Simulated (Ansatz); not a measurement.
AlP (zincblende): the band gap by level of theory

All numbers come from the plane-wave code Ansatz. No spin polarisation and no zero-point or thermal motion.

The cell is AlP in the zincblende structure; cell and atoms were relaxed with r2SCAN. The symmetry is F-43m (No. 216, cubic); conventional cell a = 5.479 Å, 20.55 Å³ an atom. Al has 4 P at 2.37 Å; P has 4 Al at 2.37 Å.

```cif
data_structure
_symmetry_space_group_name_H-M 'F-43m'
_symmetry_Int_Tables_number 216
_cell_length_a 5.4785
_cell_length_b 5.4785
_cell_length_c 5.4785
_cell_angle_alpha 90.000
_cell_angle_beta 90.000
_cell_angle_gamma 90.000
_cell_volume 164.43
loop_
_atom_site_label
_atom_site_type_symbol
_atom_site_symmetry_multiplicity
_atom_site_Wyckoff_symbol
_atom_site_fract_x
_atom_site_fract_y
_atom_site_fract_z
_atom_site_occupancy
Al1 Al 4 a 0.00000 0.00000 0.00000 1
P1 P 4 d 0.25000 0.25000 0.75000 1
```

Relaxed lattice by functional, symmetry kept:

| functional | k mesh | a (Å) | volume (Å³/atom) |
| --- | --- | --- | --- |
| PBE | 8×8×8 | 5.508 | 20.88 |
| r2SCAN | 8×8×8 | 5.479 | 20.55 |

Gaps on the r2SCAN cell, each the least over its mesh and the special points:
```
 level  k mesh  gap (eV)      kind  edges  least direct gap (eV)        rough cost
   PBE   8×8×8      1.60  indirect  Γ → X                   3.22  2.3 core-seconds
r2SCAN   8×8×8      1.93  indirect  Γ → X                   3.91    4 core-seconds
 HSE06   6×6×6      2.28  indirect  Γ → X                   4.16   60 core-seconds
  PBE0   6×6×6      2.96  indirect  Γ → X                   4.83   60 core-seconds
```
PBE: smearing of 0.02 eV; the others have fixed occupations.
Wave cutoffs: 420 eV, 500 eV (r2SCAN).
Costs come from shared machines and give only the order; PBE's includes the band path.

The HSE06 gap is indirect, 2.28 eV (Γ to X), below the direct gap of 4.16 eV at Γ.

r2SCAN covers 48 % of the step from PBE to HSE06, while HSE06 needs about 16 times r2SCAN's cost (on a coarser mesh). Among these functionals the gap stays indirect.

The meshes of the hybrids are coarse, so their gaps aren't converged to the digits shown.
